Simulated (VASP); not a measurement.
# HfO2 from a squeezed to a stretched cell, part 2 of 3

Aim: follow HfO2 from a squeezed to a stretched cell. The starting structure is a computed structure from the Materials Project. All runs use LDA. The equilibrium cell comes from relaxations that aren't shown. At each volume, shape and positions are relaxed as far as symmetry leaves them free.

VASP 6.6.1.

Results so far: the equilibrium volume 0.0 GPa; 0.96 of the equilibrium volume 10.7 GPa.

### Step 4. Relaxation at 1.04 of the equilibrium volume

Level of this step: LDA; plane waves and PAW (Hf_pv, O) (VASP).

File INCAR:

```
SYSTEM = HfO2
PREC = Accurate
ENCUT = 560
EDIFF = 1E-07
NELM = 100
ISMEAR = 0
SIGMA = 0.03
LREAL = .FALSE.
ALGO = Normal
GGA = CA
NBANDS = 56
LASPH = .TRUE.
LORBIT = 11
LWAVE = .FALSE.
LCHARG = .FALSE.
KPAR = 8
NCORE = 2
IBRION = 2
NSW = 50
ISIF = 4
EDIFFG = -0.003
```

File POSCAR:

```
HfO2
1.0
    5.2306515702      0.0000000000      0.0000000000
    0.0000000000      5.0261466112      0.0000000000
    0.0000000000      0.0000000000      5.0453149532
Hf O
4 8
Direct
    0.0331695747      0.2683024255      0.2429329501
    0.4668304253      0.2683024255      0.7429329501
    0.5331695747      0.7316975745      0.2429329501
    0.9668304253      0.7316975745      0.7429329501
    0.3686714783      0.0731497005      0.3789091153
    0.1313285217      0.0731497005      0.8789091153
    0.7362279485      0.4584210246      0.4911579346
    0.7637720515      0.4584210246      0.9911579346
    0.2637720515      0.5415789754      0.9911579346
    0.2362279485      0.5415789754      0.4911579346
    0.8686714783      0.9268502995      0.3789091153
    0.6313285217      0.9268502995      0.8789091153
```

File KPOINTS:

```
Automatic mesh
0
Gamma
4 4 4
0 0 0
```

PAW data sets: Hf_pv and O (LDA family, release 64).

Run with:

```sh
> mpirun -np 16 vasp_std
```

Output:

```text
[... set-up lines as in an earlier step ...]
 entering main loop
       N       E                     dE             d eps       ncg     rms          rms(c)
DAV:   1     0.560952042554E+03    0.56095E+03   -0.52812E+04  3024   0.167E+03
DAV:   2    -0.119438618640E+03   -0.68039E+03   -0.66001E+03  3776   0.416E+02
DAV:   3    -0.153553839221E+03   -0.34115E+02   -0.33964E+02  3544   0.837E+01
DAV:   4    -0.153990072639E+03   -0.43623E+00   -0.43540E+00  3808   0.103E+01
[...]
DAV:  13    -0.132610800691E+03    0.27354E-05   -0.33650E-05  3568   0.247E-02    0.106E-02
DAV:  14    -0.132610800400E+03    0.29104E-06   -0.35671E-06  3720   0.100E-02    0.244E-02
DAV:  15    -0.132610800426E+03   -0.26224E-07   -0.84980E-07  3248   0.419E-03
   1 F= -.13261080E+03 E0= -.13261080E+03  d E =-.132611E+03
[... from here on, the cycles between the ionic steps are left out ...]
   2 F= -.13261662E+03 E0= -.13261662E+03  d E =-.582152E-02
   3 F= -.13261674E+03 E0= -.13261674E+03  d E =-.594433E-02
   5 F= -.13262404E+03 E0= -.13262404E+03  d E =-.729289E-02
   7 F= -.13262856E+03 E0= -.13262856E+03  d E =-.452726E-02
   9 F= -.13263162E+03 E0= -.13263162E+03  d E =-.305812E-02
  11 F= -.13263233E+03 E0= -.13263233E+03  d E =-.708916E-03
  13 F= -.13263289E+03 E0= -.13263289E+03  d E =-.557809E-03
  15 F= -.13263305E+03 E0= -.13263305E+03  d E =-.155699E-03
  17 F= -.13263309E+03 E0= -.13263309E+03  d E =-.483841E-04
  19 F= -.13263311E+03 E0= -.13263311E+03  d E =-.148304E-04
  21 F= -.13263312E+03 E0= -.13263312E+03  d E =-.137133E-04
  23 F= -.13263312E+03 E0= -.13263312E+03  d E =-.145608E-04
  24 F= -.13263312E+03 E0= -.13263312E+03  d E =-.145398E-04
  25 F= -.13263313E+03 E0= -.13263313E+03  d E =-.432973E-05
 trial-energy change:   -0.000004  1 .order   -0.000004   -0.000006   -0.000002
 step:   1.8250(harm=  1.8250)  dis= 0.00028  next Energy=  -132.633128 (dE=-0.465E-05)
 reached required accuracy - stopping structural energy minimisation
```

Run time: 3.1 min. Hardware: 16 MPI ranks of AMD EPYC 7R43, shared host; peak memory 4 GiB; 49 min of CPU time.

Parts of OUTCAR (step 4):

```text
  Total       -7.2790976     -7.2874950     -7.2980175      0.0000000      0.0000000      0.0000000
  in kB      -87.9242958    -88.0257279    -88.1528292      0.0000000      0.0000000      0.0000000
  external PRESSURE =     -88.0342843 kB  Pullay stress =       0.0000000 kB

 POSITION                                       TOTAL-FORCE (eV/Angst)
 -----------------------------------------------------------------------------------
      0.17297      1.33794      1.20777        -0.001111      0.001893      0.001779
      2.44344      1.33794      3.73255         0.001111      0.001893      0.001779
      2.78938      3.68191      1.20777        -0.001111     -0.001893      0.001779
      5.05984      3.68191      3.73255         0.001111     -0.001893      0.001779
      1.90274      0.33220      1.94526         0.001665      0.001877     -0.000827
      0.71367      0.33220      4.47004        -0.001665      0.001877     -0.000827
      3.81528      2.32966      2.46712        -0.000452     -0.002268     -0.000953
      4.03395      2.32966      4.99190         0.000452     -0.002268     -0.000953
      1.41754      2.69018      4.99190         0.000452      0.002268     -0.000953
      1.19887      2.69018      2.46712        -0.000452      0.002268     -0.000953
      4.51915      4.68764      1.94526         0.001665     -0.001877     -0.000827
      3.33008      4.68764      4.47004        -0.001665     -0.001877     -0.000827
 -----------------------------------------------------------------------------------
    total drift:                               -0.000000     -0.000000     -0.000292

  FREE ENERGIE OF THE ION-ELECTRON SYSTEM (eV)
  ---------------------------------------------------
  free  energy   TOTEN  =      -132.6331275352 eV

  energy  without entropy=     -132.6331275352  energy(sigma->0) =     -132.63312754

[... 2 parts as in an earlier step ...]

[... 2 further parts left out ...]
[key lines of the parts left out:]
E-fermi :   3.5660
```

1.04 of the equilibrium volume: 11.053 Å³ an atom and a pressure of -8.80 GPa, and 4.279 eV of gap on the mesh. Further runs on this cell, not shown, give the modes B2 (8) 721.3, B1 (8) 676.7, A1 (1) 116.3 cm⁻¹.

### Step 5. Relaxation at 0.92 of the equilibrium volume

INCAR is that of step 4.

Changes to POSCAR since step 4:

```diff
@@ -2,5 +2,5 @@
 1.0
-    5.2306515702      0.0000000000      0.0000000000
-    0.0000000000      5.0261466112      0.0000000000
-    0.0000000000      0.0000000000      5.0453149532
+    5.0211973079      0.0000000000      0.0000000000
+    0.0000000000      4.8248814694      0.0000000000
+    0.0000000000      0.0000000000      4.8432822414
 Hf O
```

KPOINTS is that of step 4.

Run with:

```sh
> mpirun -np 16 vasp_std
```

Output:

```text
[... set-up lines as in an earlier step ...]
 entering main loop
       N       E                     dE             d eps       ncg     rms          rms(c)
DAV:   1     0.577420137821E+03    0.57742E+03   -0.53209E+04  3024   0.170E+03
DAV:   2    -0.119081376513E+03   -0.69650E+03   -0.67516E+03  3752   0.430E+02
DAV:   3    -0.152294648586E+03   -0.33213E+02   -0.33081E+02  3552   0.846E+01
DAV:   4    -0.152673065433E+03   -0.37842E+00   -0.37792E+00  3776   0.977E+00
[...]
DAV:  13    -0.131909697727E+03    0.44998E-05   -0.28740E-05  3568   0.255E-02    0.125E-02
DAV:  14    -0.131909697595E+03    0.13160E-06   -0.25729E-06  3672   0.788E-03    0.268E-02
DAV:  15    -0.131909697595E+03   -0.43838E-09   -0.18124E-07  2192   0.219E-03
   1 F= -.13190970E+03 E0= -.13190970E+03  d E =-.131910E+03
[... from here on, the cycles between the ionic steps are left out ...]
   2 F= -.13193377E+03 E0= -.13193377E+03  d E =-.240750E-01
   3 F= -.13193535E+03 E0= -.13193535E+03  d E =-.256512E-01
   5 F= -.13195808E+03 E0= -.13195808E+03  d E =-.227277E-01
   7 F= -.13199320E+03 E0= -.13199320E+03  d E =-.351241E-01
   9 F= -.13202678E+03 E0= -.13202678E+03  d E =-.335770E-01
  11 F= -.13203847E+03 E0= -.13203847E+03  d E =-.452722E-01
  13 F= -.13204819E+03 E0= -.13204819E+03  d E =-.971342E-02
  15 F= -.13205687E+03 E0= -.13205687E+03  d E =-.868800E-02
  17 F= -.13205977E+03 E0= -.13205977E+03  d E =-.290048E-02
  19 F= -.13206039E+03 E0= -.13206039E+03  d E =-.614602E-03
  21 F= -.13206063E+03 E0= -.13206063E+03  d E =-.218807E-03
  23 F= -.13206079E+03 E0= -.13206079E+03  d E =-.153962E-03
  25 F= -.13206096E+03 E0= -.13206096E+03  d E =-.971055E-04
  27 F= -.13206108E+03 E0= -.13206108E+03  d E =-.110325E-03
  29 F= -.13206112E+03 E0= -.13206112E+03  d E =-.153671E-03
  31 F= -.13206114E+03 E0= -.13206114E+03  d E =-.141328E-04
  32 F= -.13206114E+03 E0= -.13206114E+03  d E =-.483638E-05
 trial-energy change:   -0.000005  1 .order   -0.000005   -0.000012    0.000002
 step:   0.9026(harm=  0.9026)  dis= 0.00019  next Energy=  -132.061142 (dE=-0.511E-05)
 reached required accuracy - stopping structural energy minimisation
```

It took 3.6 min on 16 MPI ranks; peak memory 4 GiB; 57 min of CPU time.

From OUTCAR (step 5):

```text
  Total       16.0984087     16.1066978     16.1097118      0.0000000      0.0000000      0.0000000
  in kB      219.8162617    219.9294453    219.9706003      0.0000000      0.0000000      0.0000000
  external PRESSURE =     219.9054358 kB  Pullay stress =       0.0000000 kB

 POSITION                                       TOTAL-FORCE (eV/Angst)
 -----------------------------------------------------------------------------------
      0.17488      1.30845      1.21725         0.000994     -0.001460      0.002375
      2.36264      1.30845      3.60901        -0.000994     -0.001460      0.002375
      2.71241      3.52488      1.21725         0.000994      0.001460      0.002375
      4.90016      3.52488      3.60901        -0.000994      0.001460      0.002375
      1.97000      0.45679      1.69328        -0.000352     -0.000302     -0.001366
      0.56752      0.45679      4.08503         0.000352     -0.000302     -0.001366
      3.78538      2.16690      2.41352         0.000983      0.001910     -0.001009
      3.82719      2.16690      0.02177        -0.000983      0.001910     -0.001009
      1.28967      2.66644      0.02177        -0.000983     -0.001910     -0.001009
      1.24786      2.66644      2.41352         0.000983     -0.001910     -0.001009
      4.50753      4.37654      1.69328        -0.000352      0.000302     -0.001366
      3.10504      4.37654      4.08503         0.000352      0.000302     -0.001366
 -----------------------------------------------------------------------------------
    total drift:                               -0.000000      0.000000     -0.000953

  FREE ENERGIE OF THE ION-ELECTRON SYSTEM (eV)
  ---------------------------------------------------
  free  energy   TOTEN  =      -132.0611418163 eV

  energy  without entropy=     -132.0611418163  energy(sigma->0) =     -132.06114182

[... 2 parts as in an earlier step ...]

[... 2 further parts left out ...]
[key lines of the parts left out:]
E-fermi :   4.4683
```

0.92 of the equilibrium volume: 9.778 Å³ an atom and a pressure of 21.99 GPa, and 4.570 eV of gap on the mesh. Further runs on this cell, not shown, give the modes B2 (8) 814.7, B1 (8) 798.8, A1 (1) 157.7 cm⁻¹.

### Step 6. Relaxation at 0.98 of the equilibrium volume

INCAR is that of step 5.

Changes to POSCAR since step 5:

```diff
@@ -2,5 +2,5 @@
 1.0
-    5.0211973079      0.0000000000      0.0000000000
-    0.0000000000      4.8248814694      0.0000000000
-    0.0000000000      0.0000000000      4.8432822414
+    5.1280632136      0.0000000000      0.0000000000
+    0.0000000000      4.9275691944      0.0000000000
+    0.0000000000      0.0000000000      4.9463615892
 Hf O
```

KPOINTS is that of step 5.

Run with:

```sh
> mpirun -np 16 vasp_std
```

Output:

```text
[... set-up lines as in an earlier step ...]
 entering main loop
       N       E                     dE             d eps       ncg     rms          rms(c)
DAV:   1     0.562449729378E+03    0.56245E+03   -0.53139E+04  3024   0.169E+03
DAV:   2    -0.120091959293E+03   -0.68254E+03   -0.66229E+03  3800   0.421E+02
DAV:   3    -0.153332046526E+03   -0.33240E+02   -0.33108E+02  3560   0.838E+01
DAV:   4    -0.153720859882E+03   -0.38881E+00   -0.38823E+00  3744   0.985E+00
[...]
DAV:  13    -0.132717066180E+03    0.40607E-05   -0.33044E-05  3528   0.257E-02    0.908E-03
DAV:  14    -0.132717065962E+03    0.21783E-06   -0.30252E-06  3768   0.904E-03    0.267E-02
DAV:  15    -0.132717066006E+03   -0.43978E-07   -0.49446E-07  3160   0.328E-03
   1 F= -.13271707E+03 E0= -.13271707E+03  d E =-.132717E+03
[... from here on, the cycles between the ionic steps are left out ...]
   2 F= -.13271861E+03 E0= -.13271861E+03  d E =-.154123E-02
   3 F= -.13271861E+03 E0= -.13271861E+03  d E =-.154195E-02
   4 F= -.13271986E+03 E0= -.13271986E+03  d E =-.124867E-02
   5 F= -.13272014E+03 E0= -.13272014E+03  d E =-.152734E-02
   6 F= -.13272099E+03 E0= -.13272099E+03  d E =-.853861E-03
   7 F= -.13272160E+03 E0= -.13272160E+03  d E =-.146280E-02
   8 F= -.13272236E+03 E0= -.13272236E+03  d E =-.764277E-03
   9 F= -.13272315E+03 E0= -.13272315E+03  d E =-.154978E-02
  10 F= -.13272341E+03 E0= -.13272341E+03  d E =-.264435E-03
  11 F= -.13272348E+03 E0= -.13272348E+03  d E =-.329116E-03
  12 F= -.13272356E+03 E0= -.13272356E+03  d E =-.844676E-04
  13 F= -.13272357E+03 E0= -.13272357E+03  d E =-.948352E-04
  14 F= -.13272362E+03 E0= -.13272362E+03  d E =-.517978E-04
  15 F= -.13272362E+03 E0= -.13272362E+03  d E =-.523396E-04
  16 F= -.13272362E+03 E0= -.13272362E+03  d E =-.523406E-04
  17 F= -.13272363E+03 E0= -.13272363E+03  d E =-.317094E-05
 trial-energy change:   -0.000003  1 .order   -0.000003   -0.000006   -0.000000
 step:   1.0532(harm=  1.0532)  dis= 0.00019  next Energy=  -132.723627 (dE=-0.318E-05)
 reached required accuracy - stopping structural energy minimisation
```

Run time: 1.7 min. Hardware: 16 MPI ranks; peak memory 3.9 GiB; 27 min of CPU time.

OUTCAR, selected parts (step 6):

```text
  Total        3.9963044      3.9938844      3.9938841      0.0000000      0.0000000      0.0000000
  in kB       51.2267949     51.1957739     51.1957693      0.0000000      0.0000000      0.0000000
  external PRESSURE =      51.2061127 kB  Pullay stress =       0.0000000 kB

 POSITION                                       TOTAL-FORCE (eV/Angst)
 -----------------------------------------------------------------------------------
      0.17204      1.32642      1.21014         0.000236     -0.001805      0.000076
      2.39473      1.32642      3.68002        -0.000236     -0.001805      0.000076
      2.73881      3.60247      1.21014         0.000236      0.001805      0.000076
      4.96150      3.60247      3.68002        -0.000236      0.001805      0.000076
      1.91125      0.38075      1.85073         0.000484     -0.000336      0.000892
      0.65552      0.38075      4.32061        -0.000484     -0.000336      0.000892
      3.79379      2.24658      2.43708        -0.000287      0.000712     -0.000969
      3.90652      2.24658      4.90696         0.000287      0.000712     -0.000969
      1.33975      2.68231      4.90696         0.000287     -0.000712     -0.000969
      1.22702      2.68231      2.43708        -0.000287     -0.000712     -0.000969
      4.47802      4.54814      1.85073         0.000484      0.000336      0.000892
      3.22228      4.54814      4.32061        -0.000484      0.000336      0.000892
 -----------------------------------------------------------------------------------
    total drift:                                0.000000      0.000000     -0.000372

  FREE ENERGIE OF THE ION-ELECTRON SYSTEM (eV)
  ---------------------------------------------------
  free  energy   TOTEN  =      -132.7236273346 eV

  energy  without entropy=     -132.7236273346  energy(sigma->0) =     -132.72362733

[... 2 parts as in an earlier step ...]

[... 2 further parts left out ...]
[key lines of the parts left out:]
E-fermi :   4.0332
```

0.98 of the equilibrium volume: 10.416 Å³ an atom and a pressure of 5.12 GPa, and 4.426 eV of gap on the mesh. Further runs on this cell, not shown, give the modes B2 (8) 768.4, B1 (8) 726.2, A1 (1) 133.6 cm⁻¹.

### Step 7. Relaxation at 1.02 of the equilibrium volume

INCAR is that of step 6.

Changes to POSCAR since step 6:

```diff
@@ -2,5 +2,5 @@
 1.0
-    5.1280632136      0.0000000000      0.0000000000
-    0.0000000000      4.9275691944      0.0000000000
-    0.0000000000      0.0000000000      4.9463615892
+    5.1969044915      0.0000000000      0.0000000000
+    0.0000000000      4.9937189562      0.0000000000
+    0.0000000000      0.0000000000      5.0127636280
 Hf O
```

KPOINTS is that of step 6.

Run with:

```sh
> mpirun -np 16 vasp_std
```

Output:

```text
[... set-up lines as in an earlier step ...]
 entering main loop
       N       E                     dE             d eps       ncg     rms          rms(c)
DAV:   1     0.561565949569E+03    0.56157E+03   -0.52676E+04  3024   0.168E+03
DAV:   2    -0.119344253393E+03   -0.68091E+03   -0.65944E+03  3792   0.418E+02
DAV:   3    -0.153556219145E+03   -0.34212E+02   -0.34067E+02  3584   0.842E+01
DAV:   4    -0.153971910395E+03   -0.41569E+00   -0.41496E+00  3752   0.102E+01
[...]
DAV:  13    -0.132730946793E+03    0.27986E-05   -0.32178E-05  3592   0.246E-02    0.912E-03
DAV:  14    -0.132730946504E+03    0.28887E-06   -0.33215E-06  3664   0.962E-03    0.250E-02
DAV:  15    -0.132730946544E+03   -0.39659E-07   -0.71584E-07  3224   0.387E-03
   1 F= -.13273095E+03 E0= -.13273095E+03  d E =-.132731E+03
[... from here on, the cycles between the ionic steps are left out ...]
   2 F= -.13273244E+03 E0= -.13273244E+03  d E =-.149364E-02
   3 F= -.13273245E+03 E0= -.13273245E+03  d E =-.150469E-02
   4 F= -.13273363E+03 E0= -.13273363E+03  d E =-.117716E-02
   5 F= -.13273414E+03 E0= -.13273414E+03  d E =-.168468E-02
   6 F= -.13273477E+03 E0= -.13273477E+03  d E =-.629978E-03
   7 F= -.13273528E+03 E0= -.13273528E+03  d E =-.113965E-02
   8 F= -.13273591E+03 E0= -.13273591E+03  d E =-.630356E-03
   9 F= -.13273630E+03 E0= -.13273630E+03  d E =-.102345E-02
  10 F= -.13273632E+03 E0= -.13273632E+03  d E =-.104160E-02
  11 F= -.13273639E+03 E0= -.13273639E+03  d E =-.701391E-04
  12 F= -.13273643E+03 E0= -.13273643E+03  d E =-.111312E-03
  13 F= -.13273654E+03 E0= -.13273654E+03  d E =-.115204E-03
  14 F= -.13273656E+03 E0= -.13273656E+03  d E =-.128125E-03
  15 F= -.13273658E+03 E0= -.13273658E+03  d E =-.277220E-04
 trial-energy change:   -0.000028  1 .order   -0.000028   -0.000061    0.000006
 step:   1.2293(harm=  1.2293)  dis= 0.00059  next Energy=  -132.736584 (dE=-0.279E-04)
 reached required accuracy - stopping structural energy minimisation
```

Wall time 99 s (16 MPI ranks); peak memory 4 GiB.

OUTCAR, selected parts (step 7):

```text
  Total       -3.8216859     -3.7971339     -3.8002099      0.0000000      0.0000000      0.0000000
  in kB      -47.0673243    -46.7649459    -46.8028289      0.0000000      0.0000000      0.0000000
  external PRESSURE =     -46.8783664 kB  Pullay stress =       0.0000000 kB

 POSITION                                       TOTAL-FORCE (eV/Angst)
 -----------------------------------------------------------------------------------
      0.17165      1.33503      1.20944        -0.000072     -0.000518      0.000024
      2.42642      1.33503      3.71741         0.000072     -0.000518      0.000024
      2.76971      3.65627      1.20944        -0.000072      0.000518      0.000024
      5.02449      3.65627      3.71741         0.000072      0.000518      0.000024
      1.90161      0.34769      1.91752        -0.000578     -0.001458     -0.001588
      0.69646      0.34769      4.42549         0.000578     -0.001458     -0.001588
      3.80900      2.30127      2.45578         0.000853     -0.000209      0.001563
      3.98520      2.30127      4.96375        -0.000853     -0.000209      0.001563
      1.38713      2.69003      4.96375        -0.000853      0.000209      0.001563
      1.21094      2.69003      2.45578         0.000853      0.000209      0.001563
      4.49967      4.64361      1.91752        -0.000578      0.001458     -0.001588
      3.29453      4.64361      4.42549         0.000578      0.001458     -0.001588
 -----------------------------------------------------------------------------------
    total drift:                               -0.000000     -0.000000     -0.000412

  FREE ENERGIE OF THE ION-ELECTRON SYSTEM (eV)
  ---------------------------------------------------
  free  energy   TOTEN  =      -132.7365843194 eV

  energy  without entropy=     -132.7365843194  energy(sigma->0) =     -132.73658432

[... 2 parts as in an earlier step ...]

[... 2 further parts left out ...]
[key lines of the parts left out:]
E-fermi :   3.7110
```

1.02 of the equilibrium volume: 10.841 Å³ an atom and a pressure of -4.69 GPa, and 4.304 eV of gap on the mesh. Further runs on this cell, not shown, give the modes B2 (8) 735.7, B1 (8) 690.9, A1 (1) 121.4 cm⁻¹.

[end of part 2 of 3]

[Lines on the potential files, build, host, timing and source positions are cut from VASP's logs without a mark.]

[Logs are printed without paths, hosts, clocks, repeated set-up lines and the standing remarks that a program may print on its own settings, such as how far it seeks lower states.]

[Hosts, paths, dates, database ids (printed as entryN), source tags and the programs' standing remarks are cut or masked in the printed files.]
